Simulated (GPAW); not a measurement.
Crystal: Au.

```
CELL_PARAMETERS angstrom
-1.65727 1.65727 1.65727
1.65727 -1.65727 1.65727
1.65727 1.65727 -1.65727
ATOMIC_POSITIONS crystal
Au 0.00000 0.00000 0.00000
```

This isn't the form of Au at room conditions, which is fcc.

Base run:

| Item | Value |
| --- | --- |
| Program | GPAW 26.7.0 |
| Functional | LDA |
| Potentials or basis | the program's PAW data sets (release 1.2.1) made for this functional |
| Cutoff | 600 eV |
| Basis | pw |
| k mesh | 11 × 11 × 11 |
| Occupations | fermi-dirac, width 0.05 eV |
| Spin | no spin polarisation |

Its results: pressure -10.6 GPa.

Q: The run is repeated on the same cell with these changes: functional from LDA to PBEsol; potentials or basis from the program's PAW data sets (release 1.2.1) made for this functional to PAW data sets generated in the run's folder for this functional. What comes out?

A: Pressure -6.8 GPa.

Not every run made on this cell is shown here.
